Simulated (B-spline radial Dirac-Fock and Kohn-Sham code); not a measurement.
## Core and valence levels of Hg⁵⁵⁺

System: Hg⁵⁵⁺ in the configuration [Ar] 3d7; nuclear rms radius 5.4648 fm (A = 202).

The computed values come from an atomic code on a B-spline grid: Dirac-Fock energy differences between relaxed states, corrected for Breit and QED terms. Correlation and solid-state effects are left out. Energies are counted from the vacuum level.

All terms are in eV, carry their sign (relaxation lowers the binding energy) and add up to the binding energy; ⟨r⟩ is the mean radius of the orbital in the initial state.

```csv
subshell,−ε (Koopmans),relaxation,Breit,QED,binding energy,⟨r⟩ (bohr)
K,87139.8,-48.24,-297.26,-157.10,86637.2,0.017
L1,18367.0,-15.83,-35.35,-24.20,18291.6,0.069
L2,17752.0,-19.66,-57.39,-0.68,17674.2,0.057
L3,15784.2,-16.61,-33.65,-2.78,15731.1,0.065
M1,6725.0,-2.31,-7.91,-6.12,6708.7,0.174
M2,6460.7,-2.86,-12.82,-0.41,6444.6,0.164
M3,5983.6,-2.27,-7.34,-0.85,5973.2,0.178
"M4,5",5537.0,-3.20,-4.77,0.17,5529.2,0.158
```

For the deepest level, K (1s), the Breit terms make up -0.343 % of the binding energy, QED -0.181 % and orbital relaxation -0.056 %.

Spin-orbit splittings: 2p 1943.1 eV, 3p 471.4 eV.

Going to the tabulated ground configuration of the next ion removes an electron from M4,5 (3d), computed at 5529.2 eV. NIST lists 5490 ± 5 eV as the ionisation energy of this species (theoretical), -39.19 eV from the computed value. Where a p, d or f shell is open in either ion the computed value averages over both j values and all terms, while the table refers to the lowest levels; that difference holds spin-orbit splitting (largest in heavy or highly charged ions), term energies where several electrons share open shells, and correlation, and it can reach 10 % or more.
